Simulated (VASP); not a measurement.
Wanted: the native input for a VASP 6.6.1 run.

```
Task                   : single point
Functional             : PBE
Potentials or basis    : VASP PAW PBE potentials, release 64 (Ca_sv, O)
Cutoff                 : 520 eV
k mesh                 : 10 × 10 × 10
Occupations            : fermi-dirac, width 0.05 eV
Spin                   : no spin polarisation
Further INCAR settings : ALGO = Normal; EDIFF = 1e-07; NBANDS = 15
```

The structure of CaO lies in POSCAR:

```
CaO
1.0
    0.0000000000      2.4035556960      2.4035556960
    2.4035556960      0.0000000000      2.4035556960
    2.4035556960      2.4035556960      0.0000000000
Ca O
1 1
Direct
    0.0000000000      0.0000000000      0.0000000000
    0.5000000000      0.5000000000      0.5000000000
```

The cell is a database's computed one.

The input as run:

INCAR

```
PREC = Accurate
ENCUT = 520
EDIFF = 1E-7
ISMEAR = -1
SIGMA = 0.05
LREAL = False
LASPH = True
NELM = 80
ALGO = Normal
ISIF = 2
LWAVE = False
LCHARG = False
GGA = PE
NBANDS = 15
```

KPOINTS

```
Automatic mesh
0
Gamma
  10 10 10
```

Potentials or basis: VASP PAW PBE potentials, release 64 (Ca_sv, O).

The run is started by

```console
$ cat potpaw_PBE.64/Ca_sv/POTCAR potpaw_PBE.64/O/POTCAR > POTCAR
$ mpirun -np 1 vasp_std > vasp.out
```

Results of the run:

The pressure is 2.2 GPa. The band gap on the k mesh is 3.64 eV, indirect (least direct gap 4.01 eV).

Run time: 12 s on 1 thread of Intel(R) Xeon(R) Platinum 8559C (Emerald Rapids), on a shared host, peak memory 0.16 GiB.
